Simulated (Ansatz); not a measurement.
## Ge: the change of pressure and energy over elements with volume per atom

Density functional energy, stress (positive in compression), forces and moments (in spheres) of a cell at fixed atoms, energy at zero smearing over the elements' standard crystals or gases in the same functional; plane waves with PAW datasets, Gamma-centred k mesh. The results are calculated, by Ansatz 0.2.0.

Cell of the first row (space group Fd-3m, No. 227):
```
cell vectors (Å)
   0.0000     2.7604     2.7604
   2.7604     0.0000     2.7604
   2.7604     2.7604     0.0000
atoms (fractions of the cell vectors)
Ge  0.50000  0.50000  0.50000
Ge  0.75000  0.75000  0.75000
```

Settings of every row: functional PBE; dispersion none; spin none; wave cutoff 420 eV; k mesh 14x14x14; occupations gaussian; smearing width 0.15 eV.

Limits of some rows: a crossing between the sampled k points may be missed (row 1, 2); bands touch, and spin-orbit coupling could open a gap (row 3, 4).

```csv
row,volume per atom (Å³),pressure (GPa),energy over elements (eV/atom)
1,21.033,10.27,0.0781
2,21.989,?,?
3,22.945,2.67,0.0047
4,23.901,0.02,-0.003
5,25.813,-3.73,0.0211
```

Question: what pressure and energy over elements should row 2 give?

Worked fit of pressure. Take u = (V_r/V)^(2/3) − 1 with V_r = 23.423 Å³ an atom, which is twice the finite (Eulerian) strain; such expansions in the strain, on which the Birch-Murnaghan equation of state is built, carry the rest volume and the bulk modulus. The shown rows have u = 0.07439, 0.01384, -0.01338, -0.06272. Least squares give pressure = 1.266 + 98.53 × u + 302.1 × u² GPa; a straight line predicts inner rows, each left out in turn, worse (root mean square 0.93 against 0.037 GPa). The rows lie off it by 0.00, -0.02, 0.02, 0.00. The pressure vanishes at u = -0.0134, or V = 23.9 Å³ an atom, and there the bulk modulus at fixed shape and fractions is B = −V dP/dV = (2/3)(1 + u) dP/du = 59.5 GPa. The withheld row has u = 0.04302, so the fit gives 1.266 + 98.53 × (0.04302) + 302.1 × (0.04302)² = 6.06 GPa.

The calculation gave 6.02 GPa. The fit lies 0.04 GPa (0.29 % of the column's range) above it; its largest miss of a shown row is 0.02 GPa.

Worked fit of energy over elements. Take u = (V_r/V)^(2/3) − 1 with V_r = 23.423 Å³ an atom, which is twice the finite (Eulerian) strain; such expansions in the strain, on which the Birch-Murnaghan equation of state is built, carry the rest volume and the bulk modulus. The shown rows have u = 0.07439, 0.01384, -0.01338, -0.06272. Least squares give energy over elements = −0.00114 + 0.2942 × u + 10.358 × u² eV/atom; a straight line predicts inner rows, each left out in turn, worse (root mean square 0.032 against 0.00046 eV/atom). The rows lie off it by 0.0000, -0.0002, 0.0002, -0.0001. Its lowest point lies at u = -0.0142, or V = 23.93 Å³ an atom, and the curvature there gives the bulk modulus at fixed shape and fractions, B = (4/9)(1 + u)² E″(u)/V = 59.9 GPa. The withheld row has u = 0.04302, so the fit gives −0.00114 + 0.2942 × (0.04302) + 10.358 × (0.04302)² = 0.0307 eV/atom.

The calculation gave 0.0301 eV/atom. The fit lies 0.0006 eV/atom (2 % of the value, 0.74 % of the column's range) above it; its largest miss of a shown row is 0.0002 eV/atom.
